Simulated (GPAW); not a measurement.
Crystal: MoP.

```xyz
2
Lattice="3.2230 0.0000 0.0000 -1.6115 2.7912 0.0000 0.0000 0.0000 3.1910" Properties=species:S:1:pos:R:3 pbc="T T T"
Mo    0.0000    0.0000    0.0000
P     0.0000    1.8608    1.5955
```

| Item | Value |
| --- | --- |
| Program | GPAW 26.7.0 |
| Task | relaxation of cell and atoms |
| Functional | SOGGA |
| Potentials or basis | PAW data sets generated in the run's folder for this functional |
| Cutoff | 600 eV |
| Basis | pw |
| k mesh | 7 × 7 × 6 |
| Occupations | fermi-dirac, width 0.05 eV |
| Spin | no spin polarisation |

At the start: pressure -3.6 GPa; volume 14.35 Å³/atom.

**Question.** How do energy, volume and symmetry change on relaxing?

**Answer.** Over 9 steps the energy falls by 2.6 meV/atom and the volume is 14.14 Å³/atom (-1.5 %); space group P-6m2 (No. 187, to 0.05 Å).

The path:
| step | energy change (eV) | largest force (eV/Å) | pressure (GPa) | volume (Å³) |
| --- | --- | --- | --- | --- |
| 1 | 0.0000 | 0.0000 | -3.65 | 28.71 |
| 2 | -0.0028 | 0.0000 | -2.49 | 28.57 |
| 3 | -0.0052 | 0.0000 | -0.50 | 28.33 |
| 4 | -0.0041 | 0.0000 | 1.74 | 28.08 |
| 5 | -0.0043 | 0.0000 | 1.59 | 28.10 |
| 6 | -0.0046 | 0.0000 | 1.32 | 28.13 |
| 7 | -0.0049 | 0.0000 | 0.93 | 28.17 |
| 8 | -0.0052 | 0.0000 | 0.48 | 28.22 |
| 9 | -0.0053 | 0.0000 | -0.01 | 28.28 |

Final structure:
```
CELL_PARAMETERS angstrom
3.21110 0.00000 0.00000
-1.60555 2.78090 0.00000
0.00000 0.00000 3.16708
ATOMIC_POSITIONS crystal
Mo 0.00000 0.00000 0.00000
P 0.33333 0.66667 0.50000
```

Caveat: later steps reuse the first step's grids.
